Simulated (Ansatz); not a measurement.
Sb in Ansatz: the effect of functional

The system is Sb.

```xyz
2
Lattice="3.1014 0.0000 0.0000 0.0000 4.3183 0.0000 -0.0387 0.0000 4.3763" Properties=species:S:1:pos:R:3 pbc="T T T"
Sb    0.0260    1.0796    1.0554
Sb    3.0368    3.2388    3.3209
```

This isn't the form of Sb at room conditions, which is rhombohedral.

The cell isn't the ideal one: volume scaled by 0.98.

Alike in all runs:

```yaml
Program: Ansatz 0.2.0
Task: single point
Potentials_or_basis: Ansatz PAW
k_mesh: 9 × 6 × 6
Occupations: fermi-dirac, width 0.05 eV
Spin: no spin polarisation
```

```csv
functional,cutoff,pressure (GPa),largest force (eV/Å)
LDA,420 eV (not typed: the program's choice for these potentials),-2.3,0.05
PBEsol,420 eV (not typed: the program's choice for these potentials),-1.1,0.07
r2SCAN,500 eV (not typed: the program's choice for these potentials),?,?
```

Question: What does the run with functional r2SCAN give?

Answer: Pressure 0.3 GPa; largest force 0.07 eV/Å.

Caveats: the PAW data sets come from PBE, with cores solved anew for the run's functional, which leaves a small shift of forces and pressure.

Runs at the PBE level aren't shown here.
